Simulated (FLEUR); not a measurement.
# Ru (P6_3/mmc) in FLEUR: a series of runs, part 2 of 2

FLEUR MaX-R8.1 (later development tree). Earlier steps stand in the parts before.

## 5. Equation of state, Wu-Cohen GGA, 13.57 Å³/atom

The input, inp.xml:

```xml
<?xml version="1.0" encoding="UTF-8" standalone="no"?>
<fleurInput fleurInputVersion="0.39">
   <comment>
      Ru                                                                                                  
   </comment>
   <calculationSetup>
      <cutoffs Kmax="4.36" Gmax="13.5" GmaxXC="13.5" numbands="0"/>
      <scfLoop itmax="60" minDistance="0.00001" maxIterBroyd="15" imix="Anderson" alpha="0.05" precondParam="0.0" spinf="2.0" sdNocoIR="T"/>
      <coreElectrons ctail="T" frcor="F" kcrel="0" coretail_lmax="0"/>
      <xcFunctional name="wc" relativisticCorrections="F"/>
      <magnetism jspins="1"/>
      <soc l_soc="F" theta="0.0" phi="0.0" spav="F"/>
      <expertModes spex="0" secvar="F"/>
      <geometryOptimization l_f="F" forcealpha="1.0" forcemix="BFGS" epsdisp="0.00001" epsforce="0.00001"/>
      <ldaU l_linMix="F" mixParam="0.05" spinf="1.0"/>
   </calculationSetup>
   <cell>
      <bzIntegration valenceElectrons="32.0" mode="hist" fermiSmearingEnergy="0.00183747">
         <kPointListSelection listName="default-1"/>
         <!-- k-points included here -->
         <xi:include xmlns:xi="http://www.w3.org/2001/XInclude" href="kpts.xml"> </xi:include>
      </bzIntegration>
      <!-- symmetry operations included here -->
      <xi:include xmlns:xi="http://www.w3.org/2001/XInclude" href="sym.xml"> </xi:include>
      <bulkLattice scale="1.0000000000">
         <bravaisMatrix>
            <row-1>    5.1132209479426800     0.0000000000000000     0.0000000000000000</row-1>
            <row-2>   -2.5566104739713400     4.4281792361568231     0.0000000000000000</row-2>
            <row-3>    0.0000000000000000     0.0000000000000000     8.0916182929247409</row-3>
         </bravaisMatrix>
      </bulkLattice>
   </cell>
   <atomSpecies>
      <species name="Ruthenium (Ru)" element="Ru" atomicNumber="44">
         <mtSphere radius="2.25" gridPoints="767" logIncrement="0.017"/>
         <atomicCutoffs lmax="9" lnonsphr="7"/>
         <electronConfig flipSpins="F">
            <coreConfig>(1s1/2) (2s1/2) (2p1/2) (2p3/2) (3s1/2) (3p1/2) (3p3/2) (3d3/2) (3d5/2)</coreConfig>
            <valenceConfig>(4s1/2) (4p1/2) (4p3/2) (5s1/2) (4d3/2) (4d5/2)</valenceConfig>
            <stateOccupation state="(5s1/2)" spinUp="0.500000" spinDown="0.500000"/>
            <stateOccupation state="(4d3/2)" spinUp="1.400000" spinDown="1.400000"/>
            <stateOccupation state="(4d5/2)" spinUp="2.100000" spinDown="2.100000"/>
         </electronConfig>
         <energyParameters s="5" p="5" d="4" f="4"/>
         <lo type="SCLO" l="0" n="4" eDeriv="0"/>
         <lo type="SCLO" l="1" n="4" eDeriv="0"/>
         <lo type="SCLO" l="1" n="4" eDeriv="1"/>
         <lo type="SCLO" l="2" n="4" eDeriv="2"/>
         <lo type="SCLO" l="3" n="4" eDeriv="2"/>
      </species>
   </atomSpecies>
   <atomGroups>
      <atomGroup species="Ruthenium (Ru)">
         <relPos label="                   1">-1.000/3.000 1.000/3.000 -1.000/4.000</relPos>
         <relPos label="                   2">1.000/3.000 -1.000/3.000 1.000/4.000</relPos>
         <force calculate="T" relaxXYZ="TTT"/>
      </atomGroup>
   </atomGroups>
   <output dos="F" band="F" slice="F">
      <checks vchk="F" cdinf="F"/>
      <bandDOS minEnergy="-.5*Htr" maxEnergy="0.5*Htr" sigma="0.015" storeEVData="T"/>
      <vacuumDOS vacdos="F" integ="F" star="F" nstars="0" locx1="0.0" locy1="0.0" locx2="0.0" locy2="0.0" nstm="0" tworkf="0.0"/>
      <unfoldingBand unfoldBand="F" supercellX="1" supercellY="1" supercellZ="1"/>
      <plotting iplot="0" polar="F">
         <plot TwoD="T" vec1="  1.0  0.0  0.0" vec2="  0.0  1.0  0.0" vec3="  0.0  0.0  1.0" zero="  0.0  0.0  0.0" file="plot"/>
      </plotting>
      <chargeDensitySlicing numkpt="0" minEigenval="0.0" maxEigenval="0.0" nnne="0" pallst="F"/>
      <specialOutput eonly="F"/>
      <moessbauerParams electricFieldGradient="T" isomerShift="T" coreHyperfine="T" valenceHyperfine="T"/>
      <magneticCircularDichroism mcd="F" energyLo="-10.0" energyUp="0.0"/>
   </output>
  <!-- We include the file relax.xml here to enable relaxations (see documentation) -->
  <xi:include xmlns:xi="http://www.w3.org/2001/XInclude" href="relax.xml"> <xi:fallback/> </xi:include>
</fleurInput>
```

Run with:

```
inpgen -f crystal.txt -profile fastHighL
# inp.xml edited to the form shown
fleur_MPI
```

Run time: 25 s. Hardware: 1 thread of Arm Neoverse V2, shared host; peak memory 0.09 GiB.

The run converged. Its results:

```
Free energy                                           : -246602.4053 eV
Band gap on the k mesh                                : none (metal or under the smearing width)
Valence electrons inside the program's atomic spheres : Ru 13.87 (radii Ru 2.25 bohr)
```

## 6. Equation of state, Wu-Cohen GGA, 14.12 Å³/atom (volume scaled by 1.04)

Edit inp.xml of step 5 so:

```diff
@@ -24,3 +24,3 @@
       <xi:include xmlns:xi="http://www.w3.org/2001/XInclude" href="sym.xml"> </xi:include>
-      <bulkLattice scale="1.0000000000">
+      <bulkLattice scale="1.0131594038">
          <bravaisMatrix>
```

Potentials or basis: all-electron, FLAPW.

Run with:

```
inpgen -f crystal.txt -profile fastHighL
# inp.xml edited to the form shown
fleur_MPI
```

Run time: 25 s. Hardware: 1 thread of Arm Neoverse V2, shared host; peak memory 0.09 GiB.

It converged, with:

| Quantity | Value |
| --- | --- |
| Free energy | -246602.3388 eV |
| Band gap on the k mesh | none (metal or under the smearing width) |
| Valence electrons inside the program's atomic spheres | Ru 13.81 (radii Ru 2.25 bohr) |

## 7. Equation of state, Wu-Cohen GGA, 14.39 Å³/atom (volume scaled by 1.06)

Edit inp.xml of step 6 so:

```diff
@@ -24,3 +24,3 @@
       <xi:include xmlns:xi="http://www.w3.org/2001/XInclude" href="sym.xml"> </xi:include>
-      <bulkLattice scale="1.0131594038">
+      <bulkLattice scale="1.0196128224">
          <bravaisMatrix>
```

Run with:

```
inpgen -f crystal.txt -profile fastHighL
# inp.xml edited to the form shown
fleur_MPI
```

Run time: 27 s. Hardware: 1 thread of Arm Neoverse V2, shared host; peak memory 0.09 GiB.

It converged, with:

```
Free energy                                           : -246602.2784 eV
Band gap on the k mesh                                : none (metal or under the smearing width)
Valence electrons inside the program's atomic spheres : Ru 13.78 (radii Ru 2.25 bohr)
```

## 8. Equation of state, Wu-Cohen GGA

Potentials or basis: all-electron, FLAPW.

No new run: the results of the series are fitted here.

Results:

```
Equilibrium volume                        : 13.42 Å³/atom
Bulk modulus at fixed shape and positions : 342 GPa
Pressure derivative of the bulk modulus   : 4.8 (rough: it moves with the points fitted)
```

Energy against volume, from the lowest point:
| volume (Å³/atom) | energy (meV/atom) |
| --- | --- |
| 12.760 | 36.27 |
| 13.032 | 10.82 |
| 13.575 | 0.00 |
| 14.118 | 33.27 |
| 14.389 | 63.46 |

Caveat: the cell was scaled at fixed shape and fractional positions, which overstates the stiffness of a crystal with free parameters, most of all of layers and chains.

## 9. Band structure, Wu-Cohen GGA, spin-orbit coupling, no magnetisation

Edit inp.xml of step 7 so:

```diff
@@ -6,3 +6,3 @@
    <calculationSetup>
-      <cutoffs Kmax="4.36" Gmax="13.5" GmaxXC="13.5" numbands="0"/>
+      <cutoffs Kmax="4.22" Gmax="13.1" GmaxXC="13.1" numbands="all"/>
       <scfLoop itmax="60" minDistance="0.00001" maxIterBroyd="15" imix="Anderson" alpha="0.05" precondParam="0.0" spinf="2.0" sdNocoIR="T"/>
@@ -11,3 +11,3 @@
       <magnetism jspins="1"/>
-      <soc l_soc="F" theta="0.0" phi="0.0" spav="F"/>
+      <soc l_soc="T" theta="0.0" phi="0.0" spav="F"/>
       <expertModes spex="0" secvar="F"/>
@@ -24,3 +24,3 @@
       <xi:include xmlns:xi="http://www.w3.org/2001/XInclude" href="sym.xml"> </xi:include>
-      <bulkLattice scale="1.0196128224">
+      <bulkLattice scale="1.0">
          <bravaisMatrix>
@@ -34,3 +34,3 @@
       <species name="Ruthenium (Ru)" element="Ru" atomicNumber="44">
-         <mtSphere radius="2.25" gridPoints="767" logIncrement="0.017"/>
+         <mtSphere radius="2.32" gridPoints="767" logIncrement="0.017"/>
          <atomicCutoffs lmax="9" lnonsphr="7"/>
```

The input, crystal.txt:

```
Ru
&input cartesian=F /
2.7058000000  0.0000000000  0.0000000000
-1.3529000000  2.3432915376  0.0000000000
0.0000000000  0.0000000000  4.2819000000
1.8897261246
1.0 1.0 1.0

2
44 0.6666666667  0.3333333333  0.7500000000
44 0.3333333333  0.6666666667  0.2500000000

&soc 0.0 0.0 /
&kpt div1=8 div2=8 div3=4 gamma=T /
```

The input, inp.xml (bands):

```
<?xml version="1.0" encoding="UTF-8" standalone="no"?>
<fleurInput fleurInputVersion="0.39">
   <comment>
      Ru                                                                                                  
   </comment>
   <calculationSetup>
      <cutoffs Kmax="4.22" Gmax="13.1" GmaxXC="13.1" numbands="all"/>
      <scfLoop itmax="60" minDistance="0.00001" maxIterBroyd="15" imix="Anderson" alpha="0.05" precondParam="0.0" spinf="2.0" sdNocoIR="T"/>
      <coreElectrons ctail="T" frcor="F" kcrel="0" coretail_lmax="0"/>
      <xcFunctional name="wc" relativisticCorrections="F"/>
      <magnetism jspins="1"/>
      <soc l_soc="T" theta="0.0" phi="0.0" spav="F"/>
      <expertModes spex="0" secvar="F"/>
      <geometryOptimization l_f="F" forcealpha="1.0" forcemix="BFGS" epsdisp="0.00001" epsforce="0.00001"/>
      <ldaU l_linMix="F" mixParam="0.05" spinf="1.0"/>
   </calculationSetup>
   <cell>
      <bzIntegration valenceElectrons="32.0" mode="hist" fermiSmearingEnergy="0.00183747">
         <kPointListSelection listName="path-1"/>
         <!-- k-points included here -->
         <xi:include xmlns:xi="http://www.w3.org/2001/XInclude" href="kpts.xml"> </xi:include>
      </bzIntegration>
      <!-- symmetry operations included here -->
      <xi:include xmlns:xi="http://www.w3.org/2001/XInclude" href="sym.xml"> </xi:include>
      <bulkLattice scale="1.0">
         <bravaisMatrix>
            <row-1>    5.1132209479426800     0.0000000000000000     0.0000000000000000</row-1>
            <row-2>   -2.5566104739713400     4.4281792361568231     0.0000000000000000</row-2>
            <row-3>    0.0000000000000000     0.0000000000000000     8.0916182929247409</row-3>
         </bravaisMatrix>
      </bulkLattice>
   </cell>
   <atomSpecies>
      <species name="Ruthenium (Ru)" element="Ru" atomicNumber="44">
         <mtSphere radius="2.32" gridPoints="767" logIncrement="0.017"/>
         <atomicCutoffs lmax="9" lnonsphr="7"/>
         <electronConfig flipSpins="F">
            <coreConfig>(1s1/2) (2s1/2) (2p1/2) (2p3/2) (3s1/2) (3p1/2) (3p3/2) (3d3/2) (3d5/2)</coreConfig>
            <valenceConfig>(4s1/2) (4p1/2) (4p3/2) (5s1/2) (4d3/2) (4d5/2)</valenceConfig>
            <stateOccupation state="(5s1/2)" spinUp="0.500000" spinDown="0.500000"/>
            <stateOccupation state="(4d3/2)" spinUp="1.400000" spinDown="1.400000"/>
            <stateOccupation state="(4d5/2)" spinUp="2.100000" spinDown="2.100000"/>
         </electronConfig>
         <energyParameters s="5" p="5" d="4" f="4"/>
         <lo type="SCLO" l="0" n="4" eDeriv="0"/>
         <lo type="SCLO" l="1" n="4" eDeriv="0"/>
         <lo type="SCLO" l="1" n="4" eDeriv="1"/>
         <lo type="SCLO" l="2" n="4" eDeriv="2"/>
         <lo type="SCLO" l="3" n="4" eDeriv="2"/>
      </species>
   </atomSpecies>
   <atomGroups>
      <atomGroup species="Ruthenium (Ru)">
         <relPos label="                   1">-1.000/3.000 1.000/3.000 -1.000/4.000</relPos>
         <relPos label="                   2">1.000/3.000 -1.000/3.000 1.000/4.000</relPos>
         <force calculate="T" relaxXYZ="TTT"/>
      </atomGroup>
   </atomGroups>
   <output dos="F" band="T" slice="F">
      <checks vchk="F" cdinf="F"/>
      <bandDOS minEnergy="-.5*Htr" maxEnergy="0.5*Htr" sigma="0.015" storeEVData="T"/>
      <vacuumDOS vacdos="F" integ="F" star="F" nstars="0" locx1="0.0" locy1="0.0" locx2="0.0" locy2="0.0" nstm="0" tworkf="0.0"/>
      <unfoldingBand unfoldBand="F" supercellX="1" supercellY="1" supercellZ="1"/>
      <plotting iplot="0" polar="F">
         <plot TwoD="T" vec1="  1.0  0.0  0.0" vec2="  0.0  1.0  0.0" vec3="  0.0  0.0  1.0" zero="  0.0  0.0  0.0" file="plot"/>
      </plotting>
      <chargeDensitySlicing numkpt="0" minEigenval="0.0" maxEigenval="0.0" nnne="0" pallst="F"/>
      <specialOutput eonly="F"/>
      <moessbauerParams electricFieldGradient="T" isomerShift="T" coreHyperfine="T" valenceHyperfine="T"/>
      <magneticCircularDichroism mcd="F" energyLo="-10.0" energyUp="0.0"/>
   </output>
  <!-- We include the file relax.xml here to enable relaxations (see documentation) -->
  <xi:include xmlns:xi="http://www.w3.org/2001/XInclude" href="relax.xml"> <xi:fallback/> </xi:include>
</fleurInput>
```

Potentials or basis: all-electron, FLAPW.

Run with:

```
inpgen -f crystal.txt -profile fastHighL
# inp.xml edited to the form shown
fleur_MPI
fleur_MPI   # second run, on inp.xml (bands)
```

Wall time 8.5 min (1 thread of Arm Neoverse V2, shared host); peak memory 0.2 GiB.

The run converged. Its results:

```yaml
Free_energy: -246602.8278 eV
Band_gap_along_the_path: none (metal or under the smearing width)
Valence_electrons_inside_the_program's_atomic_spheres: Ru 14.13 (radii Ru 2.32 bohr)
```

Levels at the corners of the path, in eV from the Fermi level:
```csv
point,band 30,band 31,band 32,band 33,band 34,band 35
Γ,-1.74,-1.41,-1.41,-1.26,-1.26,1.13
M,-1.48,1.49,1.49,1.83,1.83,2.02
K,-1.03,0.98,0.98,1.12,1.12,1.49
Γ,-1.74,-1.41,-1.41,-1.26,-1.26,1.13
A,-2.60,-2.60,-2.60,0.55,0.55,0.55
L,0.48,0.48,0.48,1.74,1.74,1.74
H,-1.26,-1.04,-1.04,1.24,1.24,1.29
A,-2.60,-2.60,-2.60,0.55,0.55,0.55
L,0.48,0.48,0.48,1.74,1.74,1.74
M,-1.48,1.49,1.49,1.83,1.83,2.02
K,-1.03,0.98,0.98,1.12,1.12,1.49
H,-1.26,-1.04,-1.04,1.24,1.24,1.29
```

Core levels (eV from the Fermi level):
```
atom                                                                                                                             levels
1 Ru  1s1/2 -21919.5, 2s1/2 -3148.3, 2p1/2 -2909.5, 2p3/2 -2778.5, 3s1/2 -551.6, 3p1/2 -458.9, 3p3/2 -436.7, 3d3/2 -272.4, 3d5/2 -268.1
2 Ru  1s1/2 -21919.5, 2s1/2 -3148.3, 2p1/2 -2909.5, 2p3/2 -2778.5, 3s1/2 -551.6, 3p1/2 -458.9, 3p3/2 -436.7, 3d3/2 -272.4, 3d5/2 -268.1
```

Caveat: the k mesh is coarse (spacing up to 0.37 Å⁻¹), so the values aren't converged.
